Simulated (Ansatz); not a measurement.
# Ti: energy against volume and a worked fit

It takes space group Fm-3m (No. 225, cubic). Conventional cell: a = 4.060 Å, b = 4.060 Å, c = 4.060 Å, α = 90.00°, β = 90.00°, γ = 90.00°. Ti (site symmetry m-3m) is surrounded by 12 Ti at 2.87 Å.

This isn't the form of Ti at room conditions, which is hcp.

The cell was scaled at fixed shape and fractions and run with Ansatz, Ansatz PAW, cutoff 420 eV; PBEsol, k mesh 11 × 11 × 11 on the cell of 1 atom, fermi-dirac occupations of 0.05 eV, no spin polarisation, no spin-orbit coupling. The potentials were made for PBE. Energies are those that the program minimises, any entropy of the smearing included. For a metal such a mesh isn't converged to the digits shown.

| V (Å³/atom) | energy over the lowest row (meV/atom) |
| --- | --- |
| 15.7270 | 19.723 |
| 16.0616 | 7.684 |
| 16.3962 | ? |
| 16.7309 | 0.000 |
| 17.0655 | 3.396 |
| 17.4001 | 11.066 |
| 17.7347 | 22.645 |

Task: Fit the third-order Birch-Murnaghan form, give V0, B0 and B′, and predict the energy left open.

Result: With y = (V0/V)^(2/3), E = E0 + (9 V0 B0/16) [(y - 1)³ B′ + (y - 1)² (6 - 4y)]. Least squares through the rows shown give V0 = 16.6508 Å³/atom, E0 = -0.140 meV, B0 = 113.9 GPa (1 eV/Å³ = 160.218 GPa) and B′ = 3.55, with a largest miss of 0.004 meV. At V = 16.3962 the form with these constants gives 1.276 meV; the run gave 1.278 meV an atom. Other set-ups at this level, from all their volumes (Å³/atom, GPa): Ansatz, all-electron LAPW, scalar-relativistic: V0 16.650, B0 114.
